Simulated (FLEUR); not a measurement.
Runs of FLEUR MaX-R8.1 (later development tree) on MnO. The structure is hexagonal, space group P6_3mc (No. 186). Conventional cell: a = 3.372 Å, b = 3.372 Å, c = 5.386 Å, α = 90.00°, β = 90.00°, γ = 120.00°. Mn (site symmetry 3m) has 4 O at 1.96 to 2.08 Å as nearest neighbours. O (site symmetry 3m) is surrounded by 4 Mn at 1.96 to 2.08 Å. Measurements of this composition are mostly on another form, of space group No. 225.

```tsv
U	gap on the mesh (eV)	moment (μB)
Mn d U = 5 eV	0.12	10.00
Mn d U = 2 eV	(b)	10.00
Mn d U = 4 eV	0.11	10.00
Mn d U = 3 eV	(a)	10.00
Mn d U = 6 eV	0.13	10.00
```

Alike in all rows: task single point; level PBEsol+U; potentials or basis all-electron, FLAPW; spin collinear, ferromagnetic start; cell as given; k mesh 7 × 7 × 4; smearing fermi-dirac 0.05 eV; kmax 5.08 1/bohr.

Fill in the values left out.

(a) 0.10; (b) 0.09.

Caveats: only a ferromagnetic start was run, and an antiferromagnetic order may lie lower in energy; an odd mesh through Γ misses points on the zone boundary, where band edges often lie (some runs).
